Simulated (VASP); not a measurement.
## 3 units of LiF (001) on Pd(100) in VASP

The cell holds 10 atoms: 4 Pd, 3 Li and 3 F. Its edges and angles: a = 2.850 Å, b = 2.850 Å, c = 29.760 Å, α = 90.0°, β = 90.0°, γ = 90.0°. Vacuum lies along c.

| Property | Result |
| --- | --- |
| method | PBE with D3(BJ); plane waves and PAW (Pd, Li, F) (and 1 further level or step) |
| program | VASP 6.6.1 |
| settings of one run | PAW datasets (Pd, Li, F), PAW release PBE 64, 12×12×1 k-mesh, ENCUT 400 eV, ISMEAR -1, SIGMA 0.1 eV |
| notes | Values taken over the cell’s volume include its vacuum. The cell in the plane was kept as given and was not relaxed here. |
| work function of the slab | 3.96 eV |
| polarisability per area of the slab or monolayer | 0.930 Å |

The work function is 3.96 eV at the upper face and 5.02 eV at the lower. The atom that ends on top (F) moved outwards by 0.18 Å, counted from the mean of all atoms.

[Hosts, paths, dates, database ids (printed as entryN), source tags and the programs' standing remarks are cut or masked in the printed files.]

[In band tables of VASP the shares of atoms and orbitals are scaled to a sum of 1 inside the atoms' spheres.]

[Runs that stopped without an error message from VASP are left out.]
